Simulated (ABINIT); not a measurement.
The system is Ti.

```
CELL_PARAMETERS angstrom
0.00000 2.03000 2.03000
2.03000 0.00000 2.03000
2.03000 2.03000 0.00000
ATOMIC_POSITIONS crystal
Ti 0.00000 0.00000 0.00000
```

This isn't the form of Ti at room conditions, which is hcp.

Base run:

| Item | Value |
| --- | --- |
| Program | ABINIT 10.8.3 (patched build) |
| Functional | BLYP |
| Potentials or basis | JTH PAW PBE v2.0 |
| Cutoff | 490 eV |
| k mesh | 11 × 11 × 11 |
| Occupations | fermi-dirac, width 0.05 eV |
| Spin | no spin polarisation |

Its results: band gap on the k mesh none (metal or under the smearing width); pressure 6.8 GPa.

Problem. After a change of settings the same cell gave: band gap on the k mesh none (metal or under the smearing width); pressure -4.8 GPa. Which change was it?
A. functional from BLYP to RPBE
B. functional from BLYP to LDA
C. functional from BLYP to PBE
D. functional from BLYP to revPBE

Solution. B.

LDA binds more tightly than BLYP, so the same cell stands under less pressure.

Caveats: the PAW data sets were made with another functional, which shifts forces and pressure a little.
